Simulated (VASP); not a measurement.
## ZrC under changes of volume

One of the cells (13.493 Å³/atom); the others are scaled copies at fixed shape and fractional positions:

```
Zr C
1.0
     0.00000    2.38066    2.38066
     2.38066    0.00000    2.38066
     2.38066    2.38066    0.00000
Zr C
1 1
Direct
  0.50000 0.50000 0.50000
  0.00000 0.00000 0.00000
```

```yaml
Program: VASP 6.6.1
Functional: PBE
Potentials_or_basis: VASP PAW PBE potentials, release 64 (Zr_sv, C)
Cutoff: 520 eV
k_mesh: 10 × 10 × 10
Occupations: fermi-dirac, width 0.05 eV
Spin: no spin polarisation
```

```tsv
volume (Å³/atom)	energy over the lowest point (meV/atom)	pressure (GPa)
12.434	22.61	12.1
12.699	7.02	6.7
12.963	0.00	1.8
13.493	8.35	-6.7
13.757	22.31	-10.3
14.022	?	?
```

What does the run at 14.022 Å³/atom give?

Energy over the lowest point 41.93 meV/atom; pressure -13.6 GPa.

Worked out: A Birch-Murnaghan fit of order 3 (a polynomial in V^(-2/3)) to the other rows has its minimum at 13.07 Å³/atom with B0 = V·E''(V) = 221 GPa and B' = 3.9. It gives 42.06 meV/atom at 14.022 Å³/atom, against the run's 41.93, and -dE/dV = -13.6 GPa, against -13.6.

Energies are extrapolated to zero smearing.
